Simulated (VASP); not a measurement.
# KBr in VASP: one cell, several levels of theory, part 1 of 2

Aim: gap, levels, forces and stress of KBr in the rocksalt structure, under +1.0 % strain along x alone at fixed geometry. Runs: PBE, r2SCAN. The results are then set beside those of Ansatz 0.2.0 for the same cell.

Code: VASP 6.6.1. PAW datasets, plane waves. Computed at 0 K without zero-point motion; spin polarisation is off.

## (1) The system as given

The cell comes from an earlier relaxation with r2SCAN in another program, then strained, with the atoms relaxed again.

It is tetragonal, I4/mmm (No. 139); conventional cell a = 4.670 Å, c = 6.671 Å, 36.37 Å³ an atom. Around K lie 6 Br at 3.30–3.34 Å; around Br lie 6 K at 3.30–3.34 Å.

As a file:

```cif
data_structure
_symmetry_space_group_name_H-M 'I4/mmm'
_symmetry_Int_Tables_number 139
_cell_length_a 4.6701
_cell_length_b 4.6701
_cell_length_c 6.6705
_cell_angle_alpha 90.000
_cell_angle_beta 90.000
_cell_angle_gamma 90.000
_cell_volume 145.48
loop_
_atom_site_label
_atom_site_type_symbol
_atom_site_symmetry_multiplicity
_atom_site_Wyckoff_symbol
_atom_site_fract_x
_atom_site_fract_y
_atom_site_fract_z
_atom_site_occupancy
K1 K 2 a 0.00000 0.00000 0.00000 1
Br1 Br 2 b 0.50000 0.50000 0.00000 1
```

## (2) PBE at this geometry

INCAR reads:

```
ENCUT = 520.000000
SIGMA = 0.020000
EDIFF = 1.00e-07
GGA = PE
PREC = Accurate
IBRION = -1
ISIF = 2
ISMEAR = -1
NBANDS = 15
NELM = 120
NSW = 0
LASPH = .TRUE.
LCHARG = .TRUE.
LELF = .TRUE.
LWAVE = .FALSE.
LREAL = .FALSE.
```

KPOINTS reads:

```
KPOINTS created by Atomic Simulation Environment
0
Gamma
6 6 6
0 0 0
```

KPOINTS_OPT reads:

```
special points
6
Reciprocal
0.0000000000 0.0000000000 0.0000000000 1
0.5000000000 0.0000000000 0.5000000000 1
0.6250000000 0.2500000000 0.6250000000 1
0.3750000000 0.3750000000 0.7500000000 1
0.5000000000 0.5000000000 0.5000000000 1
0.5000000000 0.2500000000 0.7500000000 1
```

POSCAR reads:

```
K  Br
 1.0000000000000000
     0.0000000000000000    3.3022478065000000    3.3022478065000000
     3.3352702846000000    0.0000000000000000    3.3022478065000000
     3.3352702846000000    3.3022478065000000    0.0000000000000000
 K   Br
   1   1
Cartesian
  0.0000000000000000  0.0000000000000000  0.0000000000000000
  3.3352702846000000  3.3022478065000000  3.3022478065000000
```

Potentials: the recommended PBE PAW datasets, 16 valence electrons in the neutral cell.

Run with:

```bash
mpirun -np 1 vasp_std
```

Standard output, without the iteration lines:

```text
POSCAR found type information on POSCAR K Br
 POSCAR found :  2 types and       2 ions
 LDA part: xc-table for (Slater+PW92), standard interpolation
 POSCAR, INCAR and KPOINTS ok, starting setup
 FFT: planning ... GRIDC
 FFT: planning ... GRID_SOFT
 FFT: planning ... GRID
 WAVECAR not read
 entering main loop
 Start KPOINTS_OPT (optional k-point list driver)
k-point batch [1-6\6]
```

OSZICAR:

```text
N       E                     dE             d eps       ncg     rms          rms(c)
DAV:   1     0.980972283933E+02    0.98097E+02   -0.68219E+03   900   0.935E+02
DAV:   2     0.334767837330E-02   -0.98094E+02   -0.91277E+02  1159   0.228E+02
DAV:   3    -0.617454168619E+01   -0.61779E+01   -0.61475E+01  1237   0.497E+01
DAV:   4    -0.639210553417E+01   -0.21756E+00   -0.21751E+00  1324   0.839E+00
DAV:   5    -0.639375831377E+01   -0.16528E-02   -0.16528E-02  1272   0.824E-01    0.305E+00
DAV:   6    -0.621949182686E+01    0.17427E+00   -0.22084E-01  1103   0.224E+00    0.222E+00
DAV:   7    -0.620795962407E+01    0.11532E-01   -0.10928E-01  1215   0.176E+00    0.101E+00
DAV:   8    -0.621711548467E+01   -0.91559E-02   -0.12465E-02  1019   0.797E-01    0.112E-01
DAV:   9    -0.621794646445E+01   -0.83098E-03   -0.85837E-04  1201   0.179E-01    0.785E-02
DAV:  10    -0.621822426195E+01   -0.27780E-03   -0.27778E-04   942   0.965E-02    0.115E-02
DAV:  11    -0.621824107983E+01   -0.16818E-04   -0.26532E-05  1169   0.292E-02    0.565E-03
DAV:  12    -0.621824289676E+01   -0.18169E-05   -0.42828E-06   928   0.138E-02    0.153E-03
DAV:  13    -0.621824300973E+01   -0.11297E-06   -0.11618E-07  1215   0.185E-03    0.532E-04
DAV:  14    -0.621824313405E+01   -0.12432E-06   -0.42337E-08   787   0.122E-03    0.367E-04
DAV:  15    -0.621824312800E+01    0.60568E-08   -0.48003E-09   604   0.408E-04
   1 F= -.62182431E+01 E0= -.62182431E+01  d E =-.238837E-12
       N       E                     dE             ncg
DAV:   1     0.698757688987E+03   -0.29078E+04      180
DAV:   2     0.108738394961E+03   -0.59002E+03      243
DAV:   3     0.725620362054E+02   -0.36176E+02      229
DAV:   4     0.710842509278E+02   -0.14778E+01      292
DAV:   5     0.710743160709E+02   -0.99349E-02      229
DAV:   6     0.710740742573E+02   -0.24181E-03      283
DAV:   7     0.710740731632E+02   -0.10941E-05      244
DAV:   8     0.710740731489E+02   -0.14270E-07      182
```

The lines after F= are the extra pass for the points of KPOINTS_OPT, at fixed density; their E is not a total energy.

From OUTCAR:

```text
k-points           NKPTS =     30   k-points in BZ     NKDIM =     30   number of bands    NBANDS=     15

   NELECT =      16.0000    total number of electrons

   dimension x,y,z NGX =    36 NGY =   36 NGZ =   36
   dimension x,y,z NGXF=    72 NGYF=   72 NGZF=   72

  energy-cutoff  :      520.00
  volume of cell :       72.74
      direct lattice vectors                 reciprocal lattice vectors
     0.000000000  3.302247807  3.302247807    -0.149912888  0.151412017  0.151412017
     3.335270285  0.000000000  3.302247807     0.149912888 -0.151412017  0.151412017
     3.335270285  3.302247807  0.000000000     0.149912888  0.151412017 -0.151412017

 k-points in reciprocal lattice and weights: KPOINTS created by Atomic Simulation Env
   0.00000000  0.00000000  0.00000000       0.005
   0.16666667 -0.00000000 -0.00000000       0.037
   0.33333333  0.00000000  0.00000000       0.037
   0.50000000  0.00000000  0.00000000       0.019
   0.16666667  0.16666667  0.00000000       0.019
   0.33333333  0.16666667  0.00000000       0.074
   0.50000000  0.16666667  0.00000000       0.074
  -0.33333333  0.16666667 -0.00000000       0.074
[... 22 more k-points ...]

 E-fermi :  -1.2883

 k-point     1 :       0.0000    0.0000    0.0000
  band No.  band energies     occupation
      1     -29.5944      2.00000
      2     -14.0656      2.00000
      3     -13.0711      2.00000
      4     -13.0706      2.00000
      5     -13.0706      2.00000
      6      -1.7905      2.00000
      7      -1.7864      2.00000
      8      -1.7864      2.00000
      9       2.6140      0.00000
     10       5.7737      0.00000
     11       5.8339      0.00000
     12       5.8339      0.00000
     13       6.6078      0.00000
     14       6.6514      0.00000
     15       9.7839      0.00000

 k-point     2 :       0.1667   -0.0000   -0.0000
  band No.  band energies     occupation
      1     -29.5931      2.00000
      2     -14.1163      2.00000
      3     -13.0726      2.00000
      4     -13.0717      2.00000
      5     -13.0032      2.00000
      6      -2.1457      2.00000
      7      -1.8748      2.00000
      8      -1.8724      2.00000
      9       3.2625      0.00000
     10       5.6711      0.00000
     11       6.1170      0.00000
     12       6.1524      0.00000
     13       6.9566      0.00000
     14       7.0045      0.00000
     15      10.6543      0.00000

 k-point     3 :       0.3333    0.0000    0.0000
  band No.  band energies     occupation
      1     -29.5905      2.00000
      2     -14.2028      2.00000
      3     -13.0758      2.00000
      4     -13.0739      2.00000
      5     -12.8823      2.00000
      6      -2.7074      2.00000
      7      -2.0357      2.00000
      8      -2.0341      2.00000
      9       4.3743      0.00000
     10       5.9027      0.00000
     11       6.9766      0.00000
     12       7.0063      0.00000
     13       7.8360      0.00000
     14       7.8939      0.00000
     15       9.6393      0.00000

 k-point     4 :       0.5000    0.0000    0.0000
  band No.  band energies     occupation
      1     -29.5891      2.00000
      2     -14.2408      2.00000
      3     -13.0774      2.00000
      4     -13.0750      2.00000
      5     -12.8267      2.00000
      6      -2.9429      2.00000
      7      -2.1117      2.00000
      8      -2.1104      2.00000
      9       4.7769      0.00000
     10       6.4016      0.00000
     11       7.9410      0.00000
     12       7.9453      0.00000
     13       8.2084      0.00000
     14       8.2924      0.00000
     15       9.0562      0.00000

 k-point     5 :       0.1667    0.1667    0.0000
  band No.  band energies     occupation
      1     -29.5926      2.00000
      2     -14.1141      2.00000
      3     -13.0796      2.00000
      4     -13.0794      2.00000
      5     -12.9935      2.00000
      6      -2.2338      2.00000
      7      -1.8754      2.00000
      8      -1.8743      2.00000
      9       3.4017      0.00000
     10       5.2045      0.00000
     11       6.4554      0.00000
     12       6.5085      0.00000
     13       6.8195      0.00000
     14       7.3245      0.00000
     15      10.9521      0.00000

 k-point     6 :       0.3333    0.1667    0.0000
  band No.  band energies     occupation
      1     -29.5905      2.00000
      2     -14.1502      2.00000
      3     -13.0853      2.00000
      4     -13.0833      2.00000
      5     -12.9407      2.00000
      6      -2.5713      2.00000
      7      -2.0376      2.00000
      8      -1.9915      2.00000
      9       4.3402      0.00000
     10       5.0950      0.00000
     11       7.1691      0.00000
     12       7.2147      0.00000
     13       7.4489      0.00000
     14       7.8713      0.00000
     15       9.6364      0.00000

 k-point     7 :       0.5000    0.1667    0.0000
  band No.  band energies     occupation
      1     -29.5887      2.00000
      2     -14.1847      2.00000
      3     -13.0917      2.00000
      4     -13.0840      2.00000
      5     -12.8894      2.00000
      6      -2.7922      2.00000
      7      -2.1919      2.00000
      8      -2.1020      2.00000
      9       4.9583      0.00000
     10       5.9807      0.00000
     11       7.4435      0.00000
     12       7.7473      0.00000
     13       8.0395      0.00000
     14       8.2401      0.00000
     15       9.1820      0.00000

 k-point     8 :      -0.3333    0.1667   -0.0000
  band No.  band energies     occupation
      1     -29.5892      2.00000
      2     -14.1861      2.00000
      3     -13.0981      2.00000
      4     -13.0770      2.00000
      5     -12.8857      2.00000
      6      -2.7529      2.00000
      7      -2.1557      2.00000
      8      -2.1023      2.00000
      9       4.9404      0.00000
     10       5.9093      0.00000
     11       7.2208      0.00000
     12       7.2479      0.00000
     13       7.8087      0.00000
     14       8.7639      0.00000
     15       9.1397      0.00000

 k-point     9 :      -0.1667    0.1667    0.0000
  band No.  band energies     occupation
      1     -29.5914      2.00000
      2     -14.1538      2.00000
      3     -13.0888      2.00000
      4     -13.0712      2.00000
      5     -12.9402      2.00000
      6      -2.4669      2.00000
      7      -1.9912      2.00000
      8      -1.9780      2.00000
      9       4.0543      0.00000
     10       5.4705      0.00000
     11       6.4138      0.00000
     12       6.9359      0.00000
     13       7.2838      0.00000
     14       7.7229      0.00000
     15       9.9376      0.00000

 k-point    10 :       0.3333    0.3333    0.0000
  band No.  band energies     occupation
      1     -29.5892      2.00000
      2     -14.0741      2.00000
      3     -13.0975      2.00000
      4     -13.0961      2.00000
      5     -13.0286      2.00000
      6      -2.5930      2.00000
      7      -2.0179      2.00000
      8      -2.0141      2.00000
      9       4.3922      0.00000
     10       4.7169      0.00000
     11       7.2869      0.00000
     12       7.7797      0.00000
     13       8.1126      0.00000
     14       8.1372      0.00000
     15       9.0078      0.00000

 k-point    11 :       0.5000    0.3333    0.0000
  band No.  band energies     occupation
      1     -29.5879      2.00000
      2     -14.0526      2.00000
      3     -13.1263      2.00000
      4     -13.0984      2.00000
      5     -13.0317      2.00000
      6      -2.5788      2.00000
      7      -2.2090      2.00000
      8      -2.0830      2.00000
      9       4.5003      0.00000
     10       5.6075      0.00000
     11       7.1054      0.00000
     12       7.7488      0.00000
     13       7.9579      0.00000
     14       8.6345      0.00000
     15       9.1336      0.00000

 k-point    12 :      -0.3333    0.3333    0.0000
  band No.  band energies     occupation
      1     -29.5879      2.00000
      2     -14.1127      2.00000
      3     -13.1319      2.00000
      4     -13.0885      2.00000
      5     -12.9512      2.00000
      6      -2.5638      2.00000
      7      -2.3849      2.00000
      8      -2.1257      2.00000
      9       5.1619      0.00000
     10       6.2431      0.00000
     11       6.7079      0.00000
     12       7.2834      0.00000
     13       7.9708      0.00000
     14       8.6125      0.00000
     15       9.5452      0.00000

[... the tables of k-points 13 to 30 left out ...]

  Total        0.1621488      0.3001783      0.3001783      0.0000000      0.0000000      0.0000000
  in kB        3.5714459      6.6116448      6.6116448      0.0000000      0.0000000      0.0000000
  external PRESSURE =       5.5982452 kB  Pullay stress =       0.0000000 kB

 POSITION                                       TOTAL-FORCE (eV/Angst)
 -----------------------------------------------------------------------------------
      0.00000      0.00000      0.00000         0.000000      0.000000     -0.000000
      3.33527      3.30225      3.30225        -0.000000     -0.000000      0.000000
 -----------------------------------------------------------------------------------
    total drift:                                0.000000      0.000000      0.000000

  FREE ENERGIE OF THE ION-ELECTRON SYSTEM (eV)
  ---------------------------------------------------
  free  energy   TOTEN  =        -6.2182431280 eV

  energy  without entropy=       -6.2182431280  energy(sigma->0) =       -6.21824313
```

Hardware: 1 MPI rank of Intel Xeon 6975P-C, shared host.

The levels at the points of KPOINTS_OPT are read from vasprun.xml.

Near the gap, in eV above the top of the last filled band v; c is the band after it:

```
point    v−1      v     c   c+1
    Γ   0.00   0.00  4.40  7.56
    X  -0.29  -0.28  5.87  7.16
    U  -0.63  -0.33  6.58  8.10
    K  -0.63  -0.33  6.58  8.10
    L  -0.33  -0.32  6.56  8.19
    W  -0.58  -0.51  7.35  7.35
```

The PBE gap is 4.40 eV, direct at Γ. The pressure is 0.56 GPa; the forces vanish within 0.01 eV/Å.

Axes a, b and c in the maps are those of this run's conventional cell (a, b, c = 4.670, 4.670, 6.671 Å).

Density in a lattice plane of the grid's cell (edges 4.67 and 6.67 Å, at 0.000 of the third edge), which holds K and Br.

Values in e/Å³, 12 rows by 8 columns:
```
 2.75  1.14  0.09  0.01  0.01  0.01  0.09  1.14
 0.27  0.12  0.02  0.01  0.01  0.01  0.02  0.12
 0.09  0.06  0.02  0.01  0.01  0.01  0.02  0.06
 0.45  0.27  0.08  0.02  0.01  0.02  0.08  0.27
 1.11  1.00  0.23  0.04  0.01  0.04  0.23  1.00
-0.71  1.19  0.35  0.05  0.02  0.05  0.35  1.19
 1.11  1.00  0.23  0.04  0.01  0.04  0.23  1.00
 0.45  0.27  0.08  0.02  0.01  0.02  0.08  0.27
 0.09  0.06  0.02  0.01  0.01  0.01  0.02  0.06
 0.27  0.12  0.02  0.01  0.01  0.01  0.02  0.12
 2.75  1.14  0.09  0.01  0.01  0.01  0.09  1.14
 4.62  2.57  0.17  0.02  0.02  0.02  0.17  2.57
```
Columns run along the first of these edges and rows up along the second, over one cell in 8 and 12 even steps from the bottom left corner. Atoms in the plane (fractional): K at (0.00, 0.00), Br at (0.00, 0.50).

ELF in the same plane.

Ten even steps from ' ' (0.00) to '@' (0.88):
```
**%%@@%%==              ==%%@@%%
@@@@@@**..              ..**@@@@
####++::                  ::==**
..                              
........                  ......
%%%%##**==::          ::==**##%%
@@@@@@%%##==..      ..==##%%@@@@
@@@@@@@@%%**--      --**%%@@@@@@
##%%@@@@@@##--      --##@@@@@@%%
--**@@@@@@##==      ==##@@@@@@**
##%%@@@@@@##--      --##@@@@@@%%
@@@@@@@@%%**--      --**%%@@@@@@
@@@@@@%%##==..      ..==##%%@@@@
%%%%##**==::          ::==**##%%
........                  ......
..                              
##**==::                  ::++##
@@@@@@**..              ..**@@@@
**%%@@%%==              ==%%@@%%
--**@@@@++              ++@@@@**
```
Columns run along the first of these edges and rows up along the second, over one cell in 16 and 20 even steps from the bottom left corner. Atoms in the plane (fractional): K at (0.00, 0.00), Br at (0.00, 0.50).

Both are smooth fields of the valence electrons: close to the nuclei they are not physical.

The highest ELF values outside the cores: 0.88 in the shell around Br, 0.8 Å from Br.

(Continued in part 2 of 2.)
